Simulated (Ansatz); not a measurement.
**MnO: equation of state with PBE**

The system is MnO.

```
Mn O
1.0
     0.00000    2.22391    2.22391
     2.22391    0.00000    2.22391
     2.22391    2.22391    0.00000
Mn O
1 1
Direct
  0.00000 0.00000 0.00000
  0.50000 0.50000 0.50000
```

The cell is a database's computed one.

```
Program             : Ansatz 0.2.0
Task                : equation of state
Functional          : PBE
Potentials or basis : Ansatz PAW polarizable
Cutoff              : 420 eV
Density cutoff      : 1680 eV
k mesh              : 10 × 10 × 10
Occupations         : fermi-dirac, width 0.05 eV
Spin                : collinear spin, ferromagnetic start
Starting moments    : [4.0, 0.0] μB
```

The equilibrium volume is 11.00 Å³/atom (rough: see the caveat). The bulk modulus is 112 GPa (rough).

Energy against volume, from the lowest point:
```
volume (Å³/atom)  energy (meV/atom)
          10.339              13.55
          10.559               6.34
          10.779               1.83
          10.999               0.00
          11.219               1.78
          11.439               6.77
          11.659              14.14
```

All runs of the series together: 13 s on 2 threads of AMD EPYC 7B13 (Zen 3), with other jobs on the host.

Caveat: the fit is doubtful: noisy points or a state that changes with volume.
